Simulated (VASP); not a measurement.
Here is a VASP 6.6.1 calculation.

File INCAR:

```
SYSTEM = GaP
PREC = Accurate
ENCUT = 520
EDIFF = 1E-8
ISMEAR = -1
SIGMA = 0.05
LREAL = .False.
LASPH = .True.
NELM = 80
ALGO = Fast
ISIF = 2
LWAVE = .False.
LCHARG = .False.
GGA = PE
LEFG = .True.
NBANDS = 16
```

Contents of KPOINTS:

```
regular mesh
0
Gamma
  12 12 12
  0 0 0
```

The input POSCAR:

```
GaP
1.0
    0.0000000000      2.6017947875      2.6017947875
    2.6017947875      0.0000000000      2.6017947875
    2.6017947875      2.6017947875      0.0000000000
Ga P
1 1
Direct
    0.0000000000      0.0000000000      0.0000000000
    0.5000000000      0.5000000000      0.5000000000
```

Potentials or basis: VASP PAW PBE potentials, release 64 (Ga_d, P).

Command:

```console
$ cat potpaw_PBE.64/Ga_d/POTCAR potpaw_PBE.64/P/POTCAR > POTCAR
$ mpirun -np 1 vasp_std > vasp.out
```

Predict the band gap on the k mesh.

none (metal or under the smearing width).

Predict the pressure.

-2.0 GPa.

Electric field gradients, principal values (V/Å²):
```
atom    Vxx    Vyy     Vzz
1 Ga  0.003  0.003  -0.007
 2 P  0.000  0.000  -0.001
```
